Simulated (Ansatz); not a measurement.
# ZnS (P6_3mc): how the settings move a single-point run

Aim: see which settings change the result for ZnS (P6_3mc), by how much, and at what cost.

Method: reference: DFT PBE, scalar-relativistic, plane waves, PAW, in Ansatz 0.2.0.

1 further run of the same task is left out (it didn't finish). Runs told in other sessions of the task aren't counted.

### Step 1. The system as given

The structure is hexagonal, space group P6_3mc (No. 186). The conventional cell has a = 3.846 Å, b = 3.846 Å, c = 6.304 Å, α = 90.00°, β = 90.00°, γ = 120.00°. Around Zn (site symmetry 3m) lie 4 S at 2.36 Å. S (site symmetry 3m) has 4 Zn at 2.36 Å in its first shell of neighbours.

Structure file:

```
CELL_PARAMETERS angstrom
3.84575 0.00000 0.00000
-1.92287 3.33051 0.00000
0.00000 0.00000 6.30438
ATOMIC_POSITIONS crystal
Zn 0.33333 0.66667 0.00520
Zn 0.66667 0.33333 0.50520
S 0.33333 0.66667 0.37980
S 0.66667 0.33333 0.87980
```

### Step 2. Baseline

input.yaml reads:

```yaml
crystal:
  lattice:
    - [3.8457472826, 0.0, 0.0]
    - [-1.9228736413, 3.3305148432, 0.0]
    - [0.0, 0.0, 6.3043756624]
  atoms:
    - { symbol: Zn, position: [0.3333333333, 0.6666666667, 0.005201937] }
    - { symbol: Zn, position: [0.6666666667, 0.3333333333, 0.505201937] }
    - { symbol: S, position: [0.3333333333, 0.6666666667, 0.379798063] }
    - { symbol: S, position: [0.6666666667, 0.3333333333, 0.879798063] }
basis:
  ecutwfc: 420
  ecutrho_ratio: 4
kpoints:
  mp_grid: { grid: [10, 10, 6] }
  band_path:
    path:
      - [[0.0, 0.0, 0.0], [0.5, 0.0, 0.0], [0.33333333, 0.33333333, 0.0], [0.0, 0.0, 0.0], [0.0, 0.0, 0.5], [0.5, 0.0, 0.5], [0.33333333, 0.33333333, 0.5], [0.0, 0.0, 0.5]]
      - [[0.5, 0.0, 0.5], [0.5, 0.0, 0.0]]
      - [[0.33333333, 0.33333333, 0.5], [0.33333333, 0.33333333, 0.0]]
    npoints: 14
hamiltonian:
  xc: pbe
scf:
  occupations: { method: gaussian, width: 0.05 }
  n_extra_bands: 15
output:
  forces: true
  stress: true
  eigenvalues: true
  populations: true
  dos: { projected: true, de: 0.02, nscf_kmesh: { grid: [15, 15, 9] } }
  bader: true
  write_density: true
  write_potential: true
  elf: true
  volumetric_format: npy
```

Launch:

```sh
ansatz run input.yaml --threads 2 --pin off --max-ram 2662MiB --backend cpu --events-out ev --progress --plain --runs-dir out
```

From the output:

```text
[...]
Basis set: ecut = 420 eV, 1581 PW (Γ), exchange–correlation on 54×54×90 points (8 copies of the dense FFT grid, shifted against one another)
[...]
k-points: 56 of 600 (time reversal used)
[...]
SCF iter   1: F=—  HF=-8445.457285 eV  |F-HF|=—  |Δ(HF+E_count)|=         —  Δρ=4.91e-4  dr2=1.57e-4  ethr=1.77e-3  ⟨swp⟩=5.9  Hψ=8902  notcnv=0  defer=187
preconditioner: auto → Resta (q_TF=auto, 2.385 Å⁻¹)  ε∞=3.7  [insulator: Δε(μ)=2.074 eV  Ē_g=15.032 eV  σ=0.050 eV  W_gap=1.00  n_scr=22 (ndim 8)  ℏωp=24.8 eV  f_vac=0.041  D(μ)=0.00/eV (n_scr^D=0)  ε∞_Penn≈3.7]
SCF iter   2: F=—  HF=-8445.457470 eV  |F-HF|=—  |Δ(HF+E_count)|=   1.84e-4  Δρ=5.35e-4  dr2=2.06e-4  ethr=4.37e-7  ⟨swp⟩=2.7  Hψ=3467  notcnv=0  defer=304
[...]
SCF iter   6: F=—  HF=-8445.457459 eV  |F-HF|=—  |Δ(HF+E_count)|=   1.07e-6  Δρ=1.32e-5  dr2=1.09e-7  ethr=1.66e-9  ⟨swp⟩=2.0  Hψ=2394  notcnv=0  defer=304
SCF iter   7: F=-8445.457460 eV  HF=-8445.457460 eV  |F-HF|=1.20e-8  |Δ(HF+E_count)|=   3.65e-8  Δρ=5.88e-6  dr2=2.45e-8  ethr=2.78e-10  ⟨swp⟩=12.3  Hψ=11828  notcnv=0
[...]
SCF converged after 7 iterations
Free energy (F): -8445.457460 eV
[...]
E sigma→0 (E₀):  -8445.457460 eV
Fermi energy:    6.547746 eV
[...]
  P = ⅓ Tr σ = -0.0088 GPa (-0.088 kbar)
[...]
```

Run time: 41 s. Hardware: 2 threads of Arm Neoverse V2, shared host; peak memory 0.48 GiB.

### Step 3. Variant: symmetry.detect false, basis.precision f64, eigensolver.kind davidson, n_extra_bands 2

input.yaml reads:

```yaml
crystal:
  lattice:
    - [3.845747282562, 0.0, 0.0]
    - [-1.922873641281, 3.330514843233, 0.0]
    - [0.0, 0.0, 6.3043756624]
  atoms:
    - { symbol: Zn, position: [0.3333333333333, 0.6666666666667, 0.005201937] }
    - { symbol: Zn, position: [0.6666666666667, 0.3333333333333, 0.505201937] }
    - { symbol: S, position: [0.3333333333333, 0.6666666666667, 0.379798063] }
    - { symbol: S, position: [0.6666666666667, 0.3333333333333, 0.879798063] }
  symmetry: { detect: false }
basis:
  ecutwfc: 420
  ecutrho_ratio: 4
  precision: f64
kpoints:
  mp_grid: { grid: [10, 10, 6] }
hamiltonian:
  xc: pbe
scf:
  occupations: { method: gaussian, width: 0.05 }
  eigensolver: { kind: davidson }
  n_extra_bands: 2
output:
  forces: true
  stress: true
```

Launch:

```sh
ansatz run input.yaml --threads 2 --pin off --max-ram 2662MiB --backend cpu --events-out ev --progress --plain --runs-dir out
```

Log (excerpt; [...] marks lines left out):

```text
Warning: RAYON_NUM_THREADS=2 ignored (pool sized by the plan → 2); use --threads N
scf.n_extra_bands = 2 over 18 filled bands (N_el = 36.0): the run solves 20 bands
[...]
Pseudopotentials: kind: paw
Pseudopotential: Zn, paw, valence charge 12, recommended cutoff 420 eV (normal), Zn.paw.azcp
Pseudopotential: S, paw, valence charge 6, recommended cutoff 420 eV (normal), S.paw.azcp
Functional definition: PBE
[...]
Crystal: 4 atoms, lattice volume = 80.748 Å³
Basis set: ecut = 420 eV, 1581 PW (Γ), exchange–correlation on 54×54×90 points (8 copies of the dense FFT grid, shifted against one another)
Bands: 20, of which v1, the nominal top of the filled ones, is band 18 counted from 1 (17 counted from 0)
Symmetry: 1 space group operations
k-points: 304 of 600 (time reversal used)
[...]
SCF iter   1: F=—  HF=-8445.456437 eV  |F-HF|=—  |Δ(HF+E_count)|=         —  Δρ=5.31e-4  dr2=2.01e-4  ethr=1.77e-3  ⟨swp⟩=8.3  Hψ=28692  notcnv=0
[...]
SCF iter   6: F=-8445.457459 eV  HF=-8445.457459 eV  |F-HF|=7.28e-8  |Δ(HF+E_count)|=   2.70e-9  Δρ=1.13e-5  dr2=7.73e-8  ethr=2.94e-9  ⟨swp⟩=3.9  Hψ=17294  notcnv=0
[...]
SCF converged after 6 iterations
Free energy (F): -8445.457459 eV
[...]
E sigma→0 (E₀):  -8445.457459 eV
Fermi energy:    6.547845 eV
[...]
--- Forces (eV/Å), atoms counted from 1 ---
  atom   1  Zn     0.00000014    -0.00000008     0.00044641
  atom   2  Zn    -0.00000004    -0.00000052     0.00044555
  atom   3  S      0.00000007     0.00000036    -0.00045072
  atom   4  S      0.00000015    -0.00000007    -0.00045061
[...]
--- Stress (GPa, compression-positive) ---
       -0.019554      -0.000000      -0.000000
       -0.000000      -0.019554      -0.000001
       -0.000000      -0.000001       0.012127
  P = ⅓ Tr σ = -0.0090 GPa (-0.090 kbar)
```

Wall time 27 s (2 threads of Arm Neoverse V2, shared host); peak memory 0.47 GiB.

The changed use of symmetry, arithmetic precision, solver and band count doesn't alter the result here (within 0.5 meV/atom).

### Step 4. Changing settings: occupations.method tetrahedron_uncorrected, width left out

input.yaml reads:

```yaml
crystal:
  lattice:
    - [3.845747282562, 0.0, 0.0]
    - [-1.922873641281, 3.330514843233, 0.0]
    - [0.0, 0.0, 6.3043756624]
  atoms:
    - { symbol: Zn, position: [0.3333333333333, 0.6666666666667, 0.005201937] }
    - { symbol: Zn, position: [0.6666666666667, 0.3333333333333, 0.505201937] }
    - { symbol: S, position: [0.3333333333333, 0.6666666666667, 0.379798063] }
    - { symbol: S, position: [0.6666666666667, 0.3333333333333, 0.879798063] }
basis:
  ecutwfc: 420
  ecutrho_ratio: 4
kpoints:
  mp_grid: { grid: [10, 10, 6] }
hamiltonian:
  xc: pbe
scf:
  occupations: { method: tetrahedron_uncorrected }
output:
  forces: true
  stress: true
  write_density: true
  write_potential: true
  elf: true
  volumetric_format: npy
```

Launch:

```sh
ansatz run input.yaml --threads 2 --pin off --max-ram 2662MiB --backend cpu --events-out ev --progress --plain --runs-dir out
```

Log (excerpt; [...] marks lines left out):

```text
Warning: RAYON_NUM_THREADS=2 ignored (pool sized by the plan → 2); use --threads N
[...]
[... 4 set-up lines as earlier in the session ...]
[...]
Crystal: 4 atoms, lattice volume = 80.748 Å³
Basis set: ecut = 420 eV, 1581 PW (Γ), exchange–correlation on 54×54×90 points (8 copies of the dense FFT grid, shifted against one another)
Bands: 22, of which v1, the nominal top of the filled ones, is band 18 counted from 1 (17 counted from 0)
Symmetry: 12 space group operations
Space group: P63mc (ITA 186), of the structure as read, at distance tolerance 4.3e-5 Å
k-points: 56 of 600 (time reversal used)
[...]
SCF iter   1: F=—  HF=-8445.457008 eV  |F-HF|=—  |Δ(HF+E_count)|=         —  Δρ=5.15e-4  dr2=2.48e-4  ethr=1.77e-3  ⟨swp⟩=6.3  Hψ=6165  notcnv=0
[...]
SCF iter   6: F=-8445.457459 eV  HF=-8445.457459 eV  |F-HF|=3.97e-8  |Δ(HF+E_count)|=   8.49e-7  Δρ=1.04e-5  dr2=7.87e-8  ethr=2.78e-10  ⟨swp⟩=6.0  Hψ=8802  notcnv=0
[...]
SCF converged after 6 iterations
Free energy (F): -8445.457459 eV
[...]
E sigma→0 (E₀):  -8445.457459 eV
Fermi energy:    5.507934 eV
[...]
--- Forces (eV/Å), atoms counted from 1 ---
  atom   1  Zn    -0.00000000    -0.00000000     0.00044092
  atom   2  Zn     0.00000000     0.00000000     0.00044092
  atom   3  S      0.00000000    -0.00000000    -0.00045312
  atom   4  S      0.00000000     0.00000000    -0.00045312
[...]
--- Stress (GPa, compression-positive) ---
       -0.019420       0.000000      -0.000000
        0.000000      -0.019420      -0.000000
       -0.000000      -0.000000       0.012213
  P = ⅓ Tr σ = -0.0089 GPa (-0.089 kbar)
--- Band table (eV; the first three rows and the last of 56) ---
[... band rows left out ...]
[...]
```

Wall time 4.3 s (2 threads of Arm Neoverse V2, shared host); peak memory 0.35 GiB.

The changed input (smearing) leaves the energy the same to the digits printed.

### Step 5. Variant: mixing.algorithm broyden, mixing.beta 0.2, mixing.ndim 4

input.yaml reads:

```yaml
crystal:
  lattice:
    - [3.845747282562, 0.0, 0.0]
    - [-1.922873641281, 3.330514843233, 0.0]
    - [0.0, 0.0, 6.3043756624]
  atoms:
    - { symbol: Zn, position: [0.3333333333333, 0.6666666666667, 0.005201937] }
    - { symbol: Zn, position: [0.6666666666667, 0.3333333333333, 0.505201937] }
    - { symbol: S, position: [0.3333333333333, 0.6666666666667, 0.379798063] }
    - { symbol: S, position: [0.6666666666667, 0.3333333333333, 0.879798063] }
basis:
  ecutwfc: 420
  ecutrho_ratio: 4
kpoints:
  mp_grid: { grid: [10, 10, 6] }
hamiltonian:
  xc: pbe
scf:
  occupations: { method: gaussian, width: 0.05 }
  mixing: { algorithm: broyden, beta: 0.2, ndim: 4 }
output:
  forces: true
  stress: true
```

Launch:

```sh
ansatz run input.yaml --threads 2 --pin off --max-ram 2662MiB --backend cpu --events-out ev --progress --plain --runs-dir out
```

Log (excerpt; [...] marks lines left out):

```text
Warning: RAYON_NUM_THREADS=2 ignored (pool sized by the plan → 2); use --threads N
[...]
[... 4 set-up lines as earlier in the session ...]
[...]
Crystal: 4 atoms, lattice volume = 80.748 Å³
Basis set: ecut = 420 eV, 1581 PW (Γ), exchange–correlation on 54×54×90 points (8 copies of the dense FFT grid, shifted against one another)
Bands: 22, of which v1, the nominal top of the filled ones, is band 18 counted from 1 (17 counted from 0)
[... 2 set-up lines as earlier in the session ...]
k-points: 56 of 600 (time reversal used)
[...]
SCF iter   1: F=—  HF=-8445.457035 eV  |F-HF|=—  |Δ(HF+E_count)|=         —  Δρ=5.13e-4  dr2=2.45e-4  ethr=1.77e-3  ⟨swp⟩=5.6  Hψ=5772  notcnv=0
[...]
SCF iter   7: F=-8445.457459 eV  HF=-8445.457459 eV  |F-HF|=4.99e-8  |Δ(HF+E_count)|=   1.43e-6  Δρ=5.15e-6  dr2=1.38e-8  ethr=2.78e-10  ⟨swp⟩=4.1  Hψ=4496  notcnv=0
[...]
SCF converged after 7 iterations
Stability not checked: this state was not tested for a lower state beside it, because the mixer in use, unlike msr1, does not test its closes by its own steps (another_mixer; see scf.mixing.algorithm and scf.lower_state_search)
Free energy (F): -8445.457459 eV
[...]
E sigma→0 (E₀):  -8445.457459 eV
Fermi energy:    6.547801 eV
[...]
--- Forces (eV/Å), atoms counted from 1 ---
  atom   1  Zn     0.00000000    -0.00000000     0.00043816
  atom   2  Zn     0.00000000     0.00000000     0.00043816
  atom   3  S      0.00000000    -0.00000000    -0.00044283
  atom   4  S     -0.00000000     0.00000000    -0.00044283
[...]
--- Stress (GPa, compression-positive) ---
       -0.019479       0.000000      -0.000000
        0.000000      -0.019479      -0.000000
       -0.000000      -0.000000       0.012182
  P = ⅓ Tr σ = -0.0089 GPa (-0.089 kbar)
```

It took 3.7 s on 2 threads of Arm Neoverse V2, shared host; peak memory 0.35 GiB.

Energy and cycle count are those of the reference, so the change (mixing) left the result and the number of cycles as they were.

### Step 6. Comparison

```tsv
run	ending	energy change	pressure (GPa)	gap (eV)	force (eV/Å)	cycles	time
reference	converged	0	0.0	2.08	0.00	7	41 s
1: symmetry.detect false, basis.precision f64, eigensolver.kind davidson, n_extra_bands 2	converged	0.0 meV/atom	0.0	2.08	0.00	6	27 s
2: occupations.method tetrahedron_uncorrected, width left out	converged	0.0 meV/atom (σ→0)	0.0	2.08	0.00	6	4.3 s
3: mixing.algorithm broyden, mixing.beta 0.2, mixing.ndim 4	converged	0.0 meV/atom	0.0	2.08	0.00	7	3.7 s
```

Times don't compare one to one where runs were asked for different outputs or read a saved state (see the inputs); cycles may leave out searches for a lower state.

Residual by cycle in the longest SCF loop of each run; runs are numbered as in the table. The quantity is the density residual dr2, in eV.

```tsv
cycle	reference	run 1	run 2	run 3
1	1.6e-4	2.0e-4	2.5e-4	2.4e-4
2	2.1e-4	1.5e-4	1.2e-4	2.5e-4
3	5.4e-5	7.0e-6	1.9e-5	2.0e-4
4	1.4e-5	4.9e-6	5.0e-6	6.0e-6
5	6.0e-7	1.1e-6	6.6e-7	9.7e-7
6	1.1e-7	7.7e-8	7.9e-8	2.2e-7
7	2.5e-8	-	-	1.4e-8
```

Of the converged runs whose energies compare with the reference's, none moves it noticeably.

The gaps are Kohn-Sham values of a semilocal functional, not quasiparticle or optical gaps. Such gaps usually fall short of the measured ones.
